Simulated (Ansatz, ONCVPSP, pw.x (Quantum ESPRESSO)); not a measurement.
## From atom to crystal: ONCV potential for Cu (Z = 29)

ONCVPSP 4.0.1.1 (patched build) input, shortened (lines: element, Z, core and valence counts, functional; n l f; lmax; l rc ep ncon nbas qcut; lloc lpopt rc5 dvloc0; l nproj debl; icmod fcfact rcfact), PBE, scalar-relativistic:

```
  Cu 29.00    3    3        4      upf
    1    0    2.00
    2    0    2.00
    2    1    6.00
    3    0    2.00
    3    1    6.00
    3    2   10.00
    2
    0    1.05    0.00    4    7   11.30
    1    1.15    0.00    3    6   12.20
    2    1.40    0.00    3    8   12.50
    0    5    1.05    0.00
    0    0    3.70
    1    2    1.20
    2    1    2.40
    3    5.25    1.10
```

In the p channel the program set the typed energies aside and used -2.969, 0.250 Ha.

Crystal test: bcc Cu in pw.x 7.5, no spin, 16³ k-points, Fermi–Dirac smearing 0.01 Ry, cutoffs 145/580 Ry. The reference is all-electron LAPW (Ansatz 0.2.0) with the same functional, mesh and smearing; V0 and B0 come from Birch–Murnaghan fits to the pressures at five volumes. Errors are pseudo minus all-electron; Δ is the rms difference of the E(V) curves that follow from these fits, minima aligned, over ±6 % about the mean V0. Mesh and smearing are coarse, so the numbers serve the comparison and aren't converged zero-temperature values; the lattice is a test structure that the element need not adopt.

| V (Å³/atom) | P all-electron (GPa) | P pseudo (GPa) |
| --- | --- | --- |
| 11.418 | 7.97 | 4.27 |
| 11.719 | 3.63 | 0.23 |
| 12.019 | -0.10 | -3.64 |
| 12.319 | -3.30 | -6.61 |
| 12.620 | -6.04 | -9.17 |

All-electron: a0 = 2.885 Å (V0 = 12.01 Å³/atom), B0 = 138.4 GPa.

Pseudopotential: mean pressure error (GPa): -3.41; a0 (Å): 2.862; a0 error (%): -0.80; B0 error (%): +10.0; Δ (meV/atom): 9.0. This is a poor potential for the solid.

Problem. At the middle volume, how do free energy and pressure move when the wave cutoff is lowered (ecutrho kept at four times it)?

Solution.

| cutoff (Ry) | shift of F (meV/atom) | shift of P (GPa) |
| --- | --- | --- |
| 65 | +40446.4 | -1928.36 |
| 87 | +4690.5 | -383.52 |
| 116 | +103.1 | -16.04 |

Input at the middle volume:

```
&control
  calculation='scf', prefix='x', pseudo_dir='./', outdir='./tmp', tstress=.true., disk_io='low'
/
&system
  ibrav=0, nat=1, ntyp=1, ecutwfc=145, ecutrho=580, nbnd=18,
  occupations='smearing', smearing='fd', degauss=0.01
/
&electrons
  conv_thr=1e-09, mixing_beta=0.4, electron_maxstep=70
/
ATOMIC_SPECIES
Cu 1.0 Cu.UPF
CELL_PARAMETERS angstrom
  -1.44301036 1.44301036 1.44301036
  1.44301036 -1.44301036 1.44301036
  1.44301036 1.44301036 -1.44301036
ATOMIC_POSITIONS crystal
Cu 0.0000 0.0000 0.0000
K_POINTS automatic
16 16 16 0 0 0
```

```bash
pw.x < Cu.scf.in > Cu.scf.out
```

Lines of the output:

```
Message from routine setup:
     using ibrav=0 with symmetry is DISCOURAGED, use correct ibrav instead
     lattice parameter (alat)  =       4.7231  a.u.
     unit-cell volume          =      81.1082 (a.u.)^3
     number of electrons       =        19.00
     number of Kohn-Sham states=           18
     kinetic-energy cutoff     =     145.0000  Ry
     charge density cutoff     =     580.0000  Ry
     scf convergence threshold =      1.0E-09
     Exchange-correlation= PBE
     number of k points=   145  Fermi-Dirac smearing, width (Ry)=  0.0100
     iteration #  1     ecut=   145.00 Ry     beta= 0.40
     total energy              =    -385.02974143 Ry
     estimated scf accuracy    <      13.26679583 Ry
     iteration #  2     ecut=   145.00 Ry     beta= 0.40
     total energy              =    -389.36793238 Ry
     estimated scf accuracy    <       3.26729583 Ry
     iteration #  3     ecut=   145.00 Ry     beta= 0.40
     total energy              =    -389.63335927 Ry
     estimated scf accuracy    <       0.17416631 Ry
     iteration #  4     ecut=   145.00 Ry     beta= 0.40
     total energy              =    -389.67049331 Ry
     estimated scf accuracy    <       0.00752972 Ry
     iteration #  5     ecut=   145.00 Ry     beta= 0.40
     total energy              =    -389.66940440 Ry
     estimated scf accuracy    <       0.02254849 Ry
     iteration #  6     ecut=   145.00 Ry     beta= 0.40
     total energy              =    -389.67469965 Ry
     estimated scf accuracy    <       0.00127492 Ry
     iteration #  7     ecut=   145.00 Ry     beta= 0.40
     total energy              =    -389.67473586 Ry
     estimated scf accuracy    <       0.00013822 Ry
     iteration #  8     ecut=   145.00 Ry     beta= 0.40
     total energy              =    -389.67476671 Ry
     estimated scf accuracy    <       0.00000588 Ry
     iteration #  9     ecut=   145.00 Ry     beta= 0.40
     total energy              =    -389.67476805 Ry
     estimated scf accuracy    <       0.00000016 Ry
     iteration # 10     ecut=   145.00 Ry     beta= 0.40
     total energy              =    -389.67476801 Ry
     estimated scf accuracy    <       0.00000020 Ry
     iteration # 11     ecut=   145.00 Ry     beta= 0.40
     total energy              =    -389.67476800 Ry
     estimated scf accuracy    <       0.00000007 Ry
     iteration # 12     ecut=   145.00 Ry     beta= 0.40
     total energy              =    -389.67476800 Ry
     estimated scf accuracy    <       0.00000002 Ry
     iteration # 13     ecut=   145.00 Ry     beta= 0.40
     total energy              =    -389.67476801 Ry
     estimated scf accuracy    <       0.00000004 Ry
     iteration # 14     ecut=   145.00 Ry     beta= 0.40
     total energy              =    -389.67476799 Ry
     estimated scf accuracy    <       0.00000002 Ry
     iteration # 15     ecut=   145.00 Ry     beta= 0.40
     total energy              =    -389.67476800 Ry
     estimated scf accuracy    <          1.8E-09 Ry
     iteration # 16     ecut=   145.00 Ry     beta= 0.40
     total energy              =    -389.67476800 Ry
     estimated scf accuracy    <          2.2E-09 Ry
     iteration # 17     ecut=   145.00 Ry     beta= 0.40
     the Fermi energy is    16.1963 ev
!    total energy              =    -389.67476800 Ry
     estimated scf accuracy    <          4.9E-13 Ry
     smearing contrib. (-TS)   =      -0.00172247 Ry
     The total energy is F=E-TS. E is the sum of the following terms:
     one-electron contribution =    -233.55226408 Ry
     hartree contribution      =     127.72588819 Ry
     xc contribution           =     -42.95665074 Ry
     ewald contribution        =    -240.89001890 Ry
     convergence has been achieved in  17 iterations
          total   stress  (Ry/bohr**3)                   (kbar)     P=      -36.36
```

The run at the middle volume (145 k-points, 17 iterations) took about 4.2 min on one core of a shared host (Neoverse-N1, 64 threads, 124 GiB, load 49).
